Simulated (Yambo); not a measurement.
## NaCl in Yambo: convergence with bands in self energy

NaCl:

```
CELL_PARAMETERS angstrom
3.50219 0.00000 0.00000
0.00000 3.50219 0.00000
0.00000 0.00000 3.50219
ATOMIC_POSITIONS crystal
Cl 0.50000 0.50000 0.50000
Na 0.00000 0.00000 0.00000
```

Measurements of this composition are mostly on another form, of space group No. 225.

* Program: Yambo 5.3.0
* Task: G0W0 quasiparticle levels
* Functional: PBEsol
* Potentials or basis: PseudoDojo 0.4.1 SR PBEsol standard
* Cutoff: 1197 eV
* Density cutoff: 4789 eV
* k mesh: 6 × 6 × 6
* Occupations: fixed
* Spin: no spin polarisation
* k mesh of the self-consistent run: 8 × 8 × 8
* Random integration of the Coulomb term: yes
* Direction of the field or of q to 0: x + y + z
* Broadening: 0.1 eV
* States corrected: Γ and the k points of the band edges
* Frequency dependence of W: plasmon pole
* Terminator of the band sum in the self-energy: none
* Quasiparticle equation: linearised (Newton)
* Imaginary frequency of the plasmon-pole fit: 27.2114 eV
* Bands in the response: 108
* Bands in the self-energy: 28
* Cutoff of the response matrix: 8 Ry
* Cutoff of exchange and Vxc: 88 Ry
* Bands corrected (first, last): [6, 10]

These are the settings of the first run; the series varies bands in self energy, with any setting tied to it.

```
bands in self energy  quasiparticle gap at the points computed (eV)
                  28                                          6.950
                  48                                          7.051
                 108                                          7.153
```

Not settled before the last step: the quasiparticle gap at the points computed (to 0.05 eV). The tightest run that finished is the yardstick and may itself not be fully converged.

Caveat, for the tightest run too: this version prints the column dSc/dw multiplied by 27.2.
